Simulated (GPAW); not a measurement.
Runs of GPAW 26.7.0 on CuO. Symmetry: Cccm, No. 66, orthorhombic system. The conventional cell has a = 3.982 Å, b = 4.307 Å, c = 5.156 Å, α = 90.00°, β = 90.00°, γ = 90.00°. Around Cu (site symmetry 2/m) lie 4 O at 1.95 Å. O (site symmetry 222) is surrounded by 4 Cu at 1.95 Å. Measurements of this composition are mostly on another form, of space group No. 15.

| task | level | potentials or basis | U | cell | k mesh | cutoff (eV) | maxiter | convergence | optimizer | fmax | max steps | gap on the mesh (eV) | pressure (GPa) | relaxed volume (Å³/atom) |
| --- | --- | --- | --- | --- | --- | --- | --- | --- | --- | --- | --- | --- | --- | --- |
| single point | LDA+U | the program's PAW data sets (release 1.2.1) made for this functional, pw | Cu d U = 5 eV | as given | 9 × 9 × 5 | 800 | 150 | - | - | - | - | none | -11.2 | - |
| single point | LDA+U | the program's PAW data sets (release 1.2.1) made for this functional, pw | Cu d U = 6 eV | as given | 7 × 7 × 4 | 650 | 120 | default | - | - | - | none | -13.2 | - |
| relaxation of cell and atoms | PBEsol+D3 | PAW data sets generated in the run's folder for this functional, pw | - | relaxed | 6 × 6 × 4 | 800 | 150 | density=1e-05 forces=0.0001 | BFGS | 0.02 eV/Å | 60 | none | 0.1 | 10.64 |
| single point | LDA+U | the program's PAW data sets (release 1.2.1) made for this functional, pw | Cu d U = 6 eV | as given | 9 × 9 × 5 | 800 | 150 | - | - | - | - | none | -11.2 | - |
| relaxation of cell and atoms | PBEsol | PAW data sets generated in the run's folder for this functional, pw | - | relaxed | 6 × 6 × 4 | 800 | 150 | density=1e-05 forces=0.0001 | BFGS | 0.02 eV/Å | 60 | none | 0.0 | (a) |

Alike in all rows: no spin polarisation; smearing fermi-dirac 0.05 eV.

Task: Fill in the values left out.

Result: (a) 10.81.

Caveats: the run has no spin polarisation, though such a crystal can be magnetic; U without spin polarisation on a metal has little footing (some runs); later steps reuse the first step's grids (some runs); semilocal functionals often make such compounds metallic where correlation or magnetic order opens a gap, which also shifts bond lengths (some runs); the cutoff is short for stress and forces, so pressures can be off by a GPa or more (some runs); pairwise dispersion overbinds metals, which lowers pressure and volume (some runs).

A k mesh can miss the band edges.

A gap of «none» marks a metal or a gap under the smearing width.

Not every run made on this cell is shown here.
